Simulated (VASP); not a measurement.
CdSe: relaxation of cell and atoms with RPBE

Crystal: CdSe.

```xyz
4
Lattice="4.3461 0.0000 0.0000 -2.1730 3.7638 0.0000 0.0000 0.0000 7.0898" Properties=species:S:1:pos:R:3 pbc="T T T"
Cd    2.1730    1.2546    3.5446
Cd    0.0000    2.5092    7.0895
Se    2.1730    1.2546    6.2100
Se    0.0000    2.5092    2.6651
```

The cell is a database's computed one.

* Program: VASP 6.6.1
* Task: relaxation of cell and atoms
* Functional: RPBE
* Potentials or basis: VASP PAW PBE potentials, release 64 (Cd, Se)
* Cutoff: 600 eV
* k mesh: 9 × 9 × 6
* Occupations: gaussian, width 0.02 eV
* Spin: no spin polarisation
* Further INCAR settings: ALGO = Normal; EDIFF = 1e-07; IBRION = 2; EDIFFG = -0.005; NSW = 90; ISIF = 3

| Item | Value |
| --- | --- |
| Relaxed volume | 31.18 Å³/atom |
| Relaxed cell | a = 4.453 Å, b = 4.453 Å, c = 7.264 Å, α = 90.00°, β = 90.00°, γ = 120.00° |
| Space group after relaxing (to 0.05 Å) | P6_3mc (No. 186) |
| Energy gained by relaxing | 21.4 meV/atom |
| Ionic steps | 3 |
| Pressure after relaxing | 0.0 GPa |
| Band gap on the k mesh | 0.61 eV, direct |

Step by step:
```tsv
step	energy change (eV)	largest force (eV/Å)	pressure (GPa)	volume (Å³)
1	0.0000	0.0060	3.36	115.97
2	-0.0828	0.0020	-0.52	126.49
3	-0.0857	0.0008	0.01	124.72
```

Final structure:
```cif
data_structure
_symmetry_space_group_name_H-M 'P 1'
_symmetry_Int_Tables_number 1
_cell_length_a 4.4526
_cell_length_b 4.4526
_cell_length_c 7.2639
_cell_angle_alpha 90.000
_cell_angle_beta 90.000
_cell_angle_gamma 120.000
_cell_volume 124.72
loop_
_atom_site_label
_atom_site_type_symbol
_atom_site_fract_x
_atom_site_fract_y
_atom_site_fract_z
_atom_site_occupancy
Cd1 Cd 0.66667 0.33333 0.49999 1
Cd2 Cd 0.33333 0.66667 0.99999 1
Se1 Se 0.66667 0.33333 0.87587 1
Se2 Se 0.33333 0.66667 0.37587 1
```

Levels at points of the mesh, in eV from the valence-band top:
```csv
k point,band 14,band 15,band 16,band 17,band 18,band 19,band 20,band 21,band 22
"(0.00, 0.00, 0.00)",-0.62,-0.62,-0.03,0.00,0.00,0.61,2.21,5.93,5.93
"(0.00, 0.00, 0.50)",-2.36,-0.32,-0.32,-0.32,-0.32,2.28,2.28,5.84,5.84
```

It took 2.9 min on 1 thread of Intel(R) Xeon(R) 6975P-C (Granite Rapids) (shared host), peak memory 0.37 GiB.

Caveat: the PAW data sets were made with another functional, which shifts forces and pressure a little. A hybrid or GW would open this gap; RPBE tends to underestimate it.
